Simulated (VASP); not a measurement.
# VH (Fm-3m) in VASP: single point with PBEsol

Aim: the single point of VH with PBEsol.

Program: VASP 6.6.1. These are calculated values, not measurements. Logs are shortened: lines on timing, memory, paths and dates and some standing lists are left out, and cuts for length are marked.

## Step 1: The structure

It takes space group Fm-3m (No. 225, cubic). Conventional cell: a = 3.928 Å, b = 3.928 Å, c = 3.928 Å, α = 90.00°, β = 90.00°, γ = 90.00°. Around V (site symmetry m-3m) lie 6 H at 1.96 Å. Around H (site symmetry m-3m) lie 6 V at 1.96 Å.

The cell comes from a database or a generator and needn't be the stable form of this composition.

## Step 2: Single point, PBEsol, collinear spin, typed start

The input, INCAR:

```
SYSTEM = VH
  ALGO = Fast
  EDIFF = 1E-7
  ENCUT = 520
  GGA = PS
  ISIF = 2
  ISMEAR = 0
  ISPIN = 2
  LASPH = .TRUE.
  LCHARG = .FALSE.
  LMAXMIX = 4
  LORBIT = 11
  LREAL = .FALSE.
  LWAVE = .FALSE.
  MAGMOM = 2 0
  NBANDS = 18
  NELM = 150
  PREC = Accurate
  SIGMA = 0.1
```

The input, KPOINTS:

```
k-points
0
G
  8 8 8
  0 0 0
```

The input, POSCAR:

```
VH
1.0
    0.0000000000      1.9637535800      1.9637535800
    1.9637535800      0.0000000000      1.9637535800
    1.9637535800      1.9637535800      0.0000000000
V H
1 1
Direct
    0.0000000000      0.0000000000      0.0000000000
    0.5000000000      0.5000000000      0.5000000000
```

Potentials or basis: VASP PAW PBE potentials, release 64 (V_sv, H).

The run is started by

```console
cat potpaw_PBE.64/V_sv/POTCAR potpaw_PBE.64/H/POTCAR > POTCAR
mpirun -np 1 vasp_std > vasp.out
```

OUTCAR:

```text
SYSTEM = VH
   EDIFF = 1E-7
   ENCUT = 520
   GGA = PS
   ISIF = 2
   ISMEAR = 0
   ISPIN = 2
   LASPH = .TRUE.
   LORBIT = 11
   LREAL = .FALSE.
   NELM = 150
   PREC = Accurate

 ion  position               nearest neighbor table
   1  0.000  0.000  0.000-
   2  0.500  0.500  0.500-

  LATTYP: Found a face centered cubic cell.
 ALAT       =     3.9275071600

  Lattice vectors:

 A1 = (   0.0000000000,   1.9637535800,   1.9637535800)
 A2 = (   1.9637535800,   0.0000000000,   1.9637535800)
 A3 = (   1.9637535800,   1.9637535800,   0.0000000000)

Analysis of symmetry for initial positions (statically):
=====================================================================
 Subroutine PRICEL returns:
 Original cell was already a primitive cell.

 Routine SETGRP: Setting up the symmetry group for a
 face centered cubic supercell.

 Subroutine GETGRP returns: Found 48 space group operations
 (whereof 48 operations were pure point group operations)
 out of a pool of 48 trial point group operations.

The static configuration has the point symmetry O_h .

Analysis of symmetry for dynamics (positions and initial velocities):
=====================================================================
 Subroutine PRICEL returns:
 Original cell was already a primitive cell.

 Routine SETGRP: Setting up the symmetry group for a
 face centered cubic supercell.

 Subroutine GETGRP returns: Found 48 space group operations
 (whereof 48 operations were pure point group operations)
 out of a pool of 48 trial point group operations.

The dynamic configuration has the point symmetry O_h .

Analysis of structural, dynamic, and magnetic symmetry:
=====================================================================
 Subroutine PRICEL returns:
 Original cell was already a primitive cell.

 Routine SETGRP: Setting up the symmetry group for a
 face centered cubic supercell.

 Subroutine GETGRP returns: Found 48 space group operations
 (whereof 48 operations were pure point group operations)
 out of a pool of 48 trial point group operations.

The overall configuration has the point symmetry O_h .

 Subroutine INISYM returns: Found 48 space group operations
 (whereof 48 operations are pure point group operations),
 and found     1 'primitive' translations

----------------------------------------------------------------------------------------

                                     Primitive cell

  volume of cell :      15.1458

  direct lattice vectors                    reciprocal lattice vectors
     0.000000000  1.963753580  1.963753580    -0.254614431  0.254614431  0.254614431
     1.963753580  0.000000000  1.963753580     0.254614431 -0.254614431  0.254614431
     1.963753580  1.963753580  0.000000000     0.254614431  0.254614431 -0.254614431

  length of vectors
     2.777166946  2.777166946  2.777166946     0.441005130  0.441005130  0.441005130

  position of ions in fractional coordinates (direct lattice)
     0.000000000  0.000000000  0.000000000
     0.500000000  0.500000000  0.500000000

  ion indices of the primitive-cell ions
   primitive index   ion index
                 1           1
                 2           2

----------------------------------------------------------------------------------------

 KPOINTS: k-points

Automatic generation of k-mesh.
 Grid dimensions read from file:
 generate k-points for:    8    8    8

 Generating k-lattice:

  Cartesian coordinates                     Fractional coordinates (reciprocal lattice)
    -0.031826804  0.031826804  0.031826804     0.125000000  0.000000000  0.000000000
     0.031826804 -0.031826804  0.031826804     0.000000000  0.125000000  0.000000000
     0.031826804  0.031826804 -0.031826804     0.000000000  0.000000000  0.125000000

  Length of vectors
     0.055125641  0.055125641  0.055125641

  Shift w.r.t. Gamma in fractional coordinates (k-lattice)
     0.000000000  0.000000000  0.000000000

 Subroutine IBZKPT returns following result:
 ===========================================

 Found     29 irreducible k-points:

 Following reciprocal coordinates:
            Coordinates               Weight
  0.000000  0.000000  0.000000      1.000000
  0.125000  0.000000  0.000000      8.000000
  0.250000  0.000000  0.000000      8.000000
  0.375000  0.000000  0.000000      8.000000
  0.500000  0.000000  0.000000      4.000000
  0.125000  0.125000  0.000000      6.000000
[... 16 lines left out ...]
  0.500000  0.250000  0.125000     48.000000
 -0.375000  0.250000  0.125000     24.000000
 [... further k-points ...]
   k-points           NKPTS =     29   k-points in BZ     NKDIM =     29   number of bands    NBANDS=     18
   number of dos      NEDOS =    301   number of ions     NIONS =      2
   total plane-waves  NPLWV =  13824
   dimension x,y,z NGX =    24 NGY =   24 NGZ =   24
   dimension x,y,z NGXF=    48 NGYF=   48 NGZF=   48
   ions per type =               1   1
   NGX,Y,Z   is equivalent  to a cutoff of  14.37, 14.37, 14.37 a.u.
   NGXF,Y,Z  is equivalent  to a cutoff of  28.73, 28.73, 28.73 a.u.
 SYSTEM =  VH
   PREC   = accura    normal or accurate (medium, high low for compatibility)
   ISTART =      0    job   : 0-new  1-cont  2-samecut
   ICHARG =      2    charge: 1-file 2-atom 10-const
   ISPIN  =      2    spin polarized calculation?
   LNONCOLLINEAR =      F non collinear calculations
   LSORBIT =      F    spin-orbit coupling
   LASPH  =      T    aspherical Exc in radial PAW
   ENCUT  =  520.0 eV  38.22 Ry    6.18 a.u.   5.16  5.16  5.16*2*pi/ulx,y,z
   NELM   =    150;   NELMIN=  2; NELMDL= -5     # of ELM steps
   EDIFF  = 0.1E-06   stopping-criterion for ELM
   LREAL  =      F    real-space projection
   EDIFFG = 0.1E-05   stopping-criterion for IOM
   NSW    =      0    number of steps for IOM
   IBRION =     -1    ionic relax: 0-MD 1-quasi-New 2-CG
   NFREE  =      0    steps in history (QN), initial steepest desc. (CG)
   ISIF   =      2    stress and relaxation
   ISYM   =      2    0-nonsym 1-usesym 2-fastsym
   POTIM  = 0.5000    time-step for ionic-motion
   TEBEG  =    0.0;   TEEND  =   0.0 temperature during run
   PSTRESS=    0.0 pullay stress
   NELECT =      14.0000    total number of electrons
   NUPDOWN=      -1.0000    fix difference up-down
   EMIN   =  10.00;   EMAX   =-10.00  energy-range for DOS
   EFERMI =   0.00;   METHOD = LEGACY
   ISMEAR =     0;   SIGMA  =   0.10  broadening in eV -4-tet -1-fermi 0-gaus
   EFERMI_NEDOS =   21; number of points for ismear=-14 and -15
   IALGO  =     68    algorithm
   IMIX   =      4    mixing-type and parameters
     AMIX     =   0.40;   BMIX     =  1.00
     AMIX_MAG =   1.60;   BMIX_MAG =  1.00
  volume/ion in A,a.u.               =       7.57        51.10
  Fermi-wavevector in a.u.,A,eV,Ry     =   1.594730  3.013603 34.601848  2.543164
  Thomas-Fermi vector in A             =   2.692759
   LORBIT       =     11    0 simple, 1 ext, 2 COOP (PROOUT), +10 PAW based schemes
   GGA     = PS    functional components
   LHFCALC =     F    Hartree Fock is set to
   AEXX    =    0.0000 exact exchange contribution
   IVDW    =     0    specifies the selected vdW correction
   LEPSILON=     F    determine dielectric tensor
   LRPA    =     F    only Hartree local field effects (RPA)
 spin polarized calculation
 RMM-DIIS sequential band-by-band and
 Gauss-broadening in eV      SIGMA  =   0.10
  energy-cutoff  :      520.00
  volume of cell :       15.15
 maximum number of plane-waves:       416
 NGX is ok and might be reduce to    24
   NGX = 11   NGY = 11   NGZ = 11

 number of electron      14.0000004 magnetization       0.0000543

 number of electron      14.0000004 magnetization      -0.0002628

 Free energy of the ion-electron system (eV)
  ---------------------------------------------------
  ext. energy  EPLUGINS =         0.00000000
  ---------------------------------------------------
  free energy    TOTEN  =       -13.38905602 eV

  energy without entropy =      -13.38277690  energy(sigma->0) =      -13.38591646

 E-fermi :   9.8285     XC(G=0): -13.1098

 val. band max:        9.7518406074   @ k =  -0.1250   0.1250   0.0000
 cond. band min:       9.8631170845   @ k =   0.2500   0.0000   0.0000
 fundamental gap:      0.1112764771
 Fermi energy:         9.8285235170

 spin component 1

 k-point     1 :       0.0000    0.0000    0.0000
  band No.  band energies     occupation
      1     -54.0691      1.00000
      2     -27.6622      1.00000
      3     -27.6622      1.00000
      4     -27.6622      1.00000
      5      -0.7332      1.00000
      6       9.7371      0.90206
[... 10 lines left out ...]
     17      35.2855      0.00000
     18      35.2855      0.00000
[... 463 lines left out ...]
 k-point    24 :      -0.3750    0.2500    0.1250
  band No.  band energies     occupation
      1     -53.9234      1.00000
      2     -28.2465      1.00000
      3     -27.9193      1.00000
      4     -27.8015      1.00000
      5       3.6990      1.00000
      6       7.0390      1.00000
[... 10 lines left out ...]
     17      38.4201      0.00000
     18      41.5638      0.00000

 [... further k-points ...]

 spin component 2

 k-point     1 :       0.0000    0.0000    0.0000
  band No.  band energies     occupation
      1     -54.0694      1.00000
      2     -27.6625      1.00000
      3     -27.6625      1.00000
      4     -27.6625      1.00000
      5      -0.7333      1.00000
      6       9.7368      0.90261
[... 10 lines left out ...]
     17      35.2853      0.00000
     18      35.2853      0.00000
[... 463 lines left out ...]
 k-point    24 :      -0.3750    0.2500    0.1250
  band No.  band energies     occupation
      1     -53.9237      1.00000
      2     -28.2468      1.00000
      3     -27.9196      1.00000
      4     -27.8017      1.00000
      5       3.6990      1.00000
      6       7.0388      1.00000
[... 10 lines left out ...]
     17      38.4200      0.00000
     18      41.5642      0.00000

 [... further k-points ...]

------------------------ aborting loop because EDIFF is reached ----------------------------------------

  FORCE on cell =-STRESS in cart. coord.  units (eV):
  Direction    XX          YY          ZZ          XY          YZ          ZX
  --------------------------------------------------------------------------------------
  -------------------------------------------------------------------------------------
  Total       -0.4468756     -0.4468756     -0.4468756      0.0000000     -0.0000000      0.0000000
  in kB      -47.2722528    -47.2722528    -47.2722528      0.0000000     -0.0000000      0.0000000
  external PRESSURE =     -47.2722528 kB  Pullay stress =       0.0000000 kB

 VOLUME and BASIS-vectors are now :
 -----------------------------------------------------------------------------
  energy-cutoff  :      520.00
  volume of cell :       15.15
      direct lattice vectors                 reciprocal lattice vectors
     0.000000000  1.963753580  1.963753580    -0.254614431  0.254614431  0.254614431
     1.963753580  0.000000000  1.963753580     0.254614431 -0.254614431  0.254614431
     1.963753580  1.963753580  0.000000000     0.254614431  0.254614431 -0.254614431

 POSITION                                       TOTAL-FORCE (eV/Angst)
 -----------------------------------------------------------------------------------
      0.00000      0.00000      0.00000        -0.000000      0.000000     -0.000000
      1.96375      1.96375      1.96375         0.000000     -0.000000      0.000000
 -----------------------------------------------------------------------------------
    total drift:                                0.000000     -0.000000     -0.000000

  FREE ENERGIE OF THE ION-ELECTRON SYSTEM (eV)
  ---------------------------------------------------
  free  energy   TOTEN  =       -13.3890560237 eV

  energy  without entropy=      -13.3827768993  energy(sigma->0) =      -13.38591646

 total charge

# of ion       s       p       d       tot
------------------------------------------
    1        2.273   6.235   3.156  11.663
    2        0.534   0.031   0.000   0.565
--------------------------------------------------
tot          2.807   6.266   3.156  12.228

 magnetization (x)

# of ion       s       p       d       tot
------------------------------------------
    1        0.000  -0.000  -0.000  -0.000
    2        0.000  -0.000   0.000   0.000
--------------------------------------------------
tot          0.000  -0.000  -0.000  -0.000
```

Wall time 16 s (1 thread of AMD EPYC 9R45 (Zen 5), shared host); peak memory 0.12 GiB.

What came out:

| Item | Value |
| --- | --- |
| Free energy | -13.3891 eV |
| Pressure | -4.7 GPa |
| Band gap on the k mesh | none (metal or under the smearing width) |
| Net moment | 0.00 μB per cell |
| Valence electrons inside the program's atomic spheres | V 11.66; H 0.56 |

Caveat: the PAW data sets were made with another functional, which shifts forces and pressure a little.
